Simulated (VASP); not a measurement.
# Al2O3 (P-6m2) in VASP: further runs

Runs on Al2O3. Level: PBE+D3(BJ). Tasks: single point, relaxation of cell and atoms.

Program: VASP 6.6.1. These are calculated values, not measurements. Logs are shortened: lines on timing, memory, paths and dates and some standing lists are left out, and cuts for length are marked.

### Step 1. The crystal as given

It takes space group P-6m2 (No. 187, hexagonal). The conventional cell has a = 2.867 Å, b = 2.867 Å, c = 7.296 Å, α = 90.00°, β = 90.00°, γ = 120.00°. Around Al (site symmetry 3m) lie 3 O at 1.79 Å. O (site symmetry 3m) is surrounded by 3 Al at 1.79 Å. Around O (site symmetry -6m2) lie 6 Al at 2.16 Å.

Measurements of this composition are mostly on another form, of space group No. 167.

### Step 2. Single point, PBE+D3(BJ)

The input, INCAR:

```
SYSTEM = Al2O3
ALGO     = Fast           ! electronic algorithm
EDIFF    = 1E-6           ! SCF threshold, eV
ENCUT    = 520            ! plane-wave cutoff, eV
GGA      = PE             ! functional
ISIF     = 2              ! what is computed and relaxed
ISMEAR   = 0              ! smearing method
IVDW     = 12             ! dispersion correction
LASPH    = .TRUE.         ! aspherical terms in the spheres
LCHARG   = .FALSE.        ! write CHGCAR
LREAL    = .FALSE.        ! projectors in reciprocal space
LWAVE    = .FALSE.        ! write WAVECAR
NBANDS   = 20             ! bands
NELM     = 100            ! most SCF steps
PREC     = Accurate       ! precision mode
SIGMA    = 0.05           ! smearing width, eV
```

The input, KPOINTS:

```
k-points
0
G
  9 9 4
  0 0 0
```

The input, POSCAR:

```
Al2O3
1.0
    2.8672039189      0.0000000000      0.0000000000
   -1.4336019595      2.4830714316      0.0000000000
    0.0000000000      0.0000000000      7.2962596973
Al O
2 3
Direct
    0.0000000000      0.0000000000      0.1907358529
    0.0000000000      0.0000000000      0.8092641471
    0.3333333333      0.6666666667      0.2840924954
    0.6666666667      0.3333333333      0.0000000000
    0.3333333333      0.6666666667      0.7159075046
```

Potentials or basis: VASP PAW PBE potentials, release 64 (Al, O).

The run is started by

```console
cat potpaw_PBE.64/Al/POTCAR potpaw_PBE.64/O/POTCAR > POTCAR
mpirun -np 1 vasp_std > vasp.out
```

OUTCAR:

```text
SYSTEM = Al2O3
   EDIFF = 1E-6
   ENCUT = 520
   GGA = PE
   ISIF = 2
   ISMEAR = 0
   IVDW = 12
   LASPH = .TRUE.
   LREAL = .FALSE.
   NELM = 100
   PREC = Accurate
 IVDW          = 12

 ion  position               nearest neighbor table
   1  0.000  0.000  0.191-   3 1.79   3 1.79   3 1.79   4 2.16   4 2.16   4 2.16   2 2.78
   2  0.000  0.000  0.809-   5 1.79   5 1.79   5 1.79   4 2.16   4 2.16   4 2.16   1 2.78
   3  0.333  0.667  0.284-   1 1.79   1 1.79   1 1.79
   4  0.667  0.333  0.000-   1 2.16   2 2.16   1 2.16   2 2.16   1 2.16   2 2.16
   5  0.333  0.667  0.716-   2 1.79   2 1.79   2 1.79

  LATTYP: Found a hexagonal cell.
 ALAT       =     2.8672039189
 C/A-ratio  =     2.5447299542

  Lattice vectors:

 A1 = (   2.8672039189,   0.0000000000,   0.0000000000)
 A2 = (  -1.4336019595,   2.4830714316,   0.0000000000)
 A3 = (   0.0000000000,   0.0000000000,   7.2962596973)

Analysis of symmetry for initial positions (statically):
=====================================================================
 Subroutine PRICEL returns:
 Original cell was already a primitive cell.

 Routine SETGRP: Setting up the symmetry group for a
 hexagonal supercell.

 Subroutine GETGRP returns: Found 12 space group operations
 (whereof 12 operations were pure point group operations)
 out of a pool of 24 trial point group operations.

The static configuration has the point symmetry D_3h.

Analysis of symmetry for dynamics (positions and initial velocities):
=====================================================================
 Subroutine PRICEL returns:
 Original cell was already a primitive cell.

 Routine SETGRP: Setting up the symmetry group for a
 hexagonal supercell.

 Subroutine GETGRP returns: Found 12 space group operations
 (whereof 12 operations were pure point group operations)
 out of a pool of 24 trial point group operations.

The dynamic configuration has the point symmetry D_3h.

 Subroutine INISYM returns: Found 12 space group operations
 (whereof 12 operations are pure point group operations),
 and found     1 'primitive' translations

----------------------------------------------------------------------------------------

                                     Primitive cell

  volume of cell :      51.9455
[... 94 lines left out ...]
   NELM   =    100;   NELMIN=  2; NELMDL= -5     # of ELM steps
   EDIFF  = 0.1E-05   stopping-criterion for ELM
   LREAL  =      F    real-space projection
   EDIFFG = 0.1E-04   stopping-criterion for IOM
   NSW    =      0    number of steps for IOM
   IBRION =     -1    ionic relax: 0-MD 1-quasi-New 2-CG
   NFREE  =      0    steps in history (QN), initial steepest desc. (CG)
   ISIF   =      2    stress and relaxation
   ISYM   =      2    0-nonsym 1-usesym 2-fastsym
   POTIM  = 0.5000    time-step for ionic-motion
   TEBEG  =    0.0;   TEEND  =   0.0 temperature during run
   PSTRESS=    0.0 pullay stress
   NELECT =      24.0000    total number of electrons
   NUPDOWN=      -1.0000    fix difference up-down
   EMIN   =  10.00;   EMAX   =-10.00  energy-range for DOS
   EFERMI =   0.00;   METHOD = LEGACY
   ISMEAR =     0;   SIGMA  =   0.05  broadening in eV -4-tet -1-fermi 0-gaus
   EFERMI_NEDOS =   21; number of points for ismear=-14 and -15
   IALGO  =     68    algorithm
   IMIX   =      4    mixing-type and parameters
     AMIX     =   0.40;   BMIX     =  1.00
     AMIX_MAG =   1.60;   BMIX_MAG =  1.00
  volume/ion in A,a.u.               =      10.39        70.11
  Fermi-wavevector in a.u.,A,eV,Ry     =   1.265598  2.391634 21.792983  1.601739
  Thomas-Fermi vector in A             =   2.398843
   LORBIT       =      0    0 simple, 1 ext, 2 COOP (PROOUT), +10 PAW based schemes
   GGA     = PE    functional components
   LHFCALC =     F    Hartree Fock is set to
   AEXX    =    0.0000 exact exchange contribution
   IVDW    =    12    specifies the selected vdW correction
   LEPSILON=     F    determine dielectric tensor
   LRPA    =     F    only Hartree local field effects (RPA)
 non-spin polarized calculation
 RMM-DIIS sequential band-by-band and
 Gauss-broadening in eV      SIGMA  =   0.05
  energy-cutoff  :      520.00
  volume of cell :       51.95
 maximum number of plane-waves:      1419
 NGX is ok and might be reduce to    24
   NGX = 11   NGY = 11   NGZ = 27

 number of electron      23.9999997 magnetization

 Free energy of the ion-electron system (eV)
  ---------------------------------------------------
  ext. energy  EPLUGINS =         0.00000000
  ---------------------------------------------------
  free energy    TOTEN  =       -36.34415349 eV

  energy without entropy =      -36.34415349  energy(sigma->0) =      -36.34415349

 E-fermi :   4.0414     XC(G=0): -10.3234

 val. band max:        3.7859230480   @ k =   0.1111   0.1111   0.0000
 cond. band min:       8.3407569109   @ k =   0.0000   0.0000   0.0000
 fundamental gap:      4.5548338629
 Fermi energy:         4.0414020007

 k-point     1 :       0.0000    0.0000    0.0000
  band No.  band energies     occupation
      1     -15.2612      2.00000
      2     -14.1194      2.00000
      3     -13.0220      2.00000
      4      -1.4076      2.00000
      5       1.1194      2.00000
      6       2.0942      2.00000
[... 541 lines left out ...]
     19      16.8630      0.00000
     20      17.3374      0.00000

 [... further k-points ...]

------------------------ aborting loop because EDIFF is reached ----------------------------------------

 Edisp (eV)   -0.97172

 E8    (eV) :    -0.3673

  FORCE on cell =-STRESS in cart. coord.  units (eV):
  Direction    XX          YY          ZZ          XY          YZ          ZX
  --------------------------------------------------------------------------------------
  -------------------------------------------------------------------------------------
  Total       0.05639     0.05639    -0.08338    -0.00000     0.00000     0.00000
  in kB       1.73914     1.73914    -2.57168    -0.00000     0.00000     0.00000
  external pressure =        0.30 kB  Pullay stress =        0.00 kB

 VOLUME and BASIS-vectors are now :
 -----------------------------------------------------------------------------
  energy-cutoff  :      520.00
  volume of cell :       51.95
      direct lattice vectors                 reciprocal lattice vectors
     2.867203919  0.000000000  0.000000000     0.348771845  0.201363518  0.000000000
    -1.433601960  2.483071432  0.000000000     0.000000000  0.402727037  0.000000000
     0.000000000  0.000000000  7.296259697     0.000000000  0.000000000  0.137056525

 POSITION                                       TOTAL-FORCE (eV/Angst)
 -----------------------------------------------------------------------------------
      0.00000      0.00000      1.39166         0.000000     -0.000000      0.038688
      0.00000      0.00000      5.90460        -0.000000     -0.000000     -0.038688
     -0.00000      1.65538      2.07281         0.000000     -0.000000     -0.028447
      1.43360      0.82769      0.00000        -0.000000      0.000000      0.000000
     -0.00000      1.65538      5.22345         0.000000      0.000000      0.028447
 -----------------------------------------------------------------------------------
    total drift:                                0.000000     -0.000000      0.000000

  FREE ENERGIE OF THE ION-ELECTRON SYSTEM (eV)
  ---------------------------------------------------
  free  energy   TOTEN  =       -37.3158738782 eV

  energy  without entropy=      -37.3158738782  energy(sigma->0) =      -37.31587388
```

OSZICAR:

```text
N       E                     dE             d eps       ncg     rms          rms(c)
DAV:   1     0.102355054579E+03    0.10236E+03   -0.12838E+04  1440   0.111E+03
DAV:   2    -0.345677156309E+02   -0.13692E+03   -0.13333E+03  1684   0.250E+02
DAV:   3    -0.407377842570E+02   -0.61701E+01   -0.61515E+01  1912   0.538E+01
DAV:   4    -0.407830208117E+02   -0.45237E-01   -0.45230E-01  1784   0.506E+00
DAV:   5    -0.407836779594E+02   -0.65715E-03   -0.65714E-03  1852   0.592E-01    0.128E+01
RMM:   6    -0.363276451013E+02    0.44560E+01   -0.11658E+01  1453   0.202E+01    0.381E+00
RMM:   7    -0.363494995547E+02   -0.21854E-01   -0.67664E-01  1702   0.476E+00    0.258E+00
RMM:   8    -0.363477783338E+02    0.17212E-02   -0.13555E-01  1589   0.315E+00    0.526E-01
RMM:   9    -0.363427897332E+02    0.49886E-02   -0.21398E-02  1819   0.915E-01    0.201E-01
RMM:  10    -0.363449311438E+02   -0.21414E-02   -0.14317E-02  1768   0.720E-01    0.215E-01
RMM:  11    -0.363441502606E+02    0.78088E-03   -0.14195E-03  1756   0.258E-01    0.501E-02
RMM:  12    -0.363441839516E+02   -0.33691E-04   -0.80307E-04  1774   0.198E-01    0.390E-02
RMM:  13    -0.363441516485E+02    0.32303E-04   -0.85232E-05  1838   0.604E-02    0.538E-03
RMM:  14    -0.363441537859E+02   -0.21373E-05   -0.23125E-05  1859   0.306E-02    0.571E-03
RMM:  15    -0.363441534887E+02    0.29712E-06   -0.25546E-06  1447   0.107E-02
   1 F= -.37315874E+02 E0= -.37315874E+02  d E =-.292333E-14
```

It took 16 s on 1 thread of Intel Xeon 6975P-C (Granite Rapids), shared host; peak memory 0.19 GiB.

What came out:

| Property | Result |
| --- | --- |
| Free energy | -37.3159 eV |
| Pressure | 0.0 GPa |
| Largest force | 0.039 eV/Å |
| Band gap on the k mesh | 4.55 eV, indirect (least direct gap 4.67 eV) |
| Dispersion energy per atom | -0.194 eV |

Forces on the atoms (eV/Å):
```
Al   0.000  0.000  0.039
Al   0.000  0.000 -0.039
O    0.000  0.000 -0.028
O    0.000  0.000  0.000
O    0.000  0.000  0.028
```

Stress tensor (GPa, compression positive):
```
 0.17  0.00  0.00
 0.00  0.17  0.00
 0.00  0.00 -0.26
```

Levels at points of the mesh, in eV from the valence-band top:
```tsv
k point	band 8	band 9	band 10	band 11	band 12	band 13	band 14	band 15	band 16	band 17
(0.00, 0.00, 0.00)	-1.40	-1.40	-0.79	-0.79	-0.11	4.55	7.56	8.37	11.79	13.69
(0.00, 0.00, 0.50)	-1.43	-1.43	-0.82	-0.78	-0.78	5.04	7.20	8.20	12.27	13.97
```

Caveat: an odd mesh through Γ misses points on the zone boundary, where band edges often lie.

### Step 3. Single point, PBE+D3(BJ)

The input, INCAR:

```
SYSTEM = Al2O3
ALGO = Fast
EDIFF = 1E-7
ENCUT = 520
GGA = PE
ISIF = 2
ISMEAR = 0
IVDW = 12
LASPH = .TRUE.
LCHARG = .TRUE.
LELF = .TRUE.
LREAL = .FALSE.
LVHAR = .TRUE.
LWAVE = .FALSE.
NBANDS = 20
NELM = 100
PREC = Accurate
SIGMA = 0.02
```

KPOINTS is that of step 2.

POSCAR is that of step 2.

Potentials or basis: VASP PAW PBE potentials, release 64 (Al, O).

The run is started by

```console
cat potpaw_PBE.64/Al/POTCAR potpaw_PBE.64/O/POTCAR > POTCAR
mpirun -np 1 vasp_std > vasp.out
```

Wall time 19 s (1 thread of Intel Xeon 6975P-C (Granite Rapids), shared host); peak memory 0.19 GiB.

Results (log left out):

```
Free energy                : -37.3159 eV
Pressure                   : 0.1 GPa
Largest force              : 0.039 eV/Å
Band gap on the k mesh     : 4.56 eV, indirect (least direct gap 4.67 eV)
Dispersion energy per atom : -0.194 eV
```

Forces on the atoms (eV/Å):
```
Al   0.000  0.000  0.039
Al   0.000  0.000 -0.039
O    0.000  0.000 -0.029
O    0.000  0.000  0.000
O    0.000  0.000  0.029
```

Stress tensor (GPa, compression positive):
```
 0.20  0.00  0.00
 0.00  0.20  0.00
 0.00  0.00 -0.23
```

Levels at points of the mesh, in eV from the valence-band top:
```
           k point  band 8  band 9  band 10  band 11  band 12  band 13  band 14  band 15  band 16  band 17
(0.00, 0.00, 0.00)   -1.40   -1.40    -0.79    -0.79    -0.11     4.56     7.56     8.37    11.79    13.69
(0.00, 0.00, 0.50)   -1.43   -1.43    -0.82    -0.78    -0.78     5.04     7.20     8.20    12.27    13.97
```

Caveat: an odd mesh through Γ misses points on the zone boundary, where band edges often lie. A hybrid or GW would open this gap; PBE tends to underestimate it.

### Step 4. Relaxation of cell and atoms, PBE+D3(BJ)

The input, INCAR:

```
  PREC = Accurate
  ENCUT = 600
  EDIFF = 1E-6
  ISMEAR = 0
  SIGMA = 0.02
  LREAL = False
  LASPH = True
  NELM = 100
  ALGO = Fast
  ISIF = 3
  LWAVE = False
  LCHARG = False
  GGA = PE
  IVDW = 12
  IBRION = 2
  NSW = 100
  EDIFFG = -0.005
```

The input, KPOINTS:

```
regular mesh
0
Gamma
  9 9 4
```

POSCAR is that of step 3.

The run is started by

```console
cat potpaw_PBE.64/Al/POTCAR potpaw_PBE.64/O/POTCAR > POTCAR
mpirun -np 1 vasp_std > vasp.out
```

Wall time 73 s (1 thread of Intel Xeon 6975P-C (Granite Rapids), shared host); peak memory 0.2 GiB.

Results (log left out):

```yaml
Free_energy: -37.3259 eV
Relaxed_volume: 10.31 Å³/atom
Relaxed_cell: a = 2.868 Å, b = 2.868 Å, c = 7.234 Å, α = 90.00°, β = 90.00°, γ = 120.00°
Space_group_after_relaxing_to_0.05_Å: P-6m2 (No. 187)
Energy_gained_by_relaxing: 0.1 meV/atom
Ionic_steps: 14
Pressure_after_relaxing: 0.0 GPa
Largest_force_after_relaxing: 0.003 eV/Å
Band_gap_on_the_k_mesh: 4.53 eV, indirect (least direct gap 4.64 eV)
Dispersion_energy_per_atom: -0.196 eV
```

Forces on the atoms (eV/Å):
```
Al   0.000  0.000  0.003
Al   0.000  0.000 -0.003
O    0.000  0.000 -0.003
O    0.000  0.000  0.000
O    0.000  0.000  0.003
```

Stress tensor (GPa, compression positive):
```
-0.06  0.00  0.00
 0.00 -0.06  0.00
 0.00  0.00  0.02
```

Step by step:
```tsv
step	energy change (eV)	largest force (eV/Å)	pressure (GPa)	volume (Å³)
1	0.0000	0.0399	-0.22	51.95
2	-0.0001	0.0518	0.22	51.84
3	-0.0001	0.0178	0.08	51.88
4	-0.0002	0.0212	-0.05	51.88
5	-0.0002	0.0210	-0.06	51.88
6	-0.0002	0.0216	-0.08	51.88
7	-0.0002	0.0203	-0.06	51.88
8	-0.0002	0.0202	-0.06	51.88
9	-0.0003	0.0209	-0.07	51.86
10	-0.0004	0.0183	-0.04	51.78
11	-0.0006	0.0145	-0.06	51.63
12	-0.0006	0.0140	-0.04	51.55
13	-0.0005	0.0543	0.10	51.45
14	-0.0006	0.0033	-0.03	51.53
```

Final structure:
```
CELL_PARAMETERS angstrom
2.86779 0.00000 0.00000
-1.43390 2.48358 0.00000
0.00000 0.00000 7.23449
ATOMIC_POSITIONS crystal
Al 0.00000 0.00000 0.19228
Al 0.00000 0.00000 0.80772
O 0.33333 0.66667 0.28606
O 0.66667 0.33333 0.00000
O 0.33333 0.66667 0.71394
```

Levels at points of the mesh, in eV from the valence-band top:
```
           k point  band 8  band 9  band 10  band 11  band 12  band 13  band 14  band 15  band 16
(0.00, 0.00, 0.00)   -1.44   -1.44    -0.81    -0.81    -0.11     4.53     7.53     8.38    11.90
(0.00, 0.00, 0.50)   -1.47   -1.47    -0.87    -0.80    -0.80     5.04     7.17     8.20    12.37
```

Caveat: an odd mesh through Γ misses points on the zone boundary, where band edges often lie. As with any semilocal functional, this PBE gap is likely too small.

### Step 5. Overview

```csv
task,cell,cutoff (eV),smearing,gap on the mesh (eV),pressure (GPa),largest force (eV/Å)
single point,as given,520,gaussian 0.05 eV,4.55,0.0,0.04
single point,as given,520,gaussian 0.02 eV,4.56,0.1,0.04
relaxation of cell and atoms,relaxed,600,gaussian 0.02 eV,4.53,0.0,-
```

Alike in all rows: level PBE+D3(BJ); potentials or basis VASP PAW PBE potentials, release 64 (Al, O); no spin polarisation; k mesh 9 × 9 × 4.

Caveats: an odd mesh through Γ misses points on the zone boundary, where band edges often lie.

Absolute energies hang on the potentials; compare differences alone.
